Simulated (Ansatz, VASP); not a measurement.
**InPd in VASP and in Ansatz**

```
In Pd
1.0
     3.24802    0.00000    0.00000
     0.00000    3.24802    0.00000
     0.00000    0.00000    3.24802
In Pd
1 1
Direct
  0.00000 0.00000 0.00000
  0.50000 0.50000 0.50000
```

Alike in both runs: functional PBEsol; k mesh 12 × 12 × 12; occupations fermi-dirac, width 0.1 eV; no spin polarisation.

Ansatz relaxed the structure, and its values are those at the end. VASP's run is a single point on that final structure, the one shown.

|  | VASP | Ansatz |
| --- | --- | --- |
| version | VASP 6.6.1 | Ansatz 0.2.0 |
| potentials or method | VASP PAW PBE potentials, release 64 (In_d, Pd) | PAW with Ansatz's default frozen-core files, scalar-relativistic |
| plane-wave cutoff (eV) | 520 | 420 |
| valence electrons in the cell | 23 | 31 |

Ansatz gave:

* pressure (GPa): 0.0

Q: What did VASP give for the same quantities?

A: Pressure (GPa): 0.2.

With one functional, cell and mesh, what is left measures potentials, basis and numerics. The two sets of potentials don't hold the same shells in valence.

Caveats: the PAW data sets were made with another functional, which shifts forces and pressure a little (VASP).
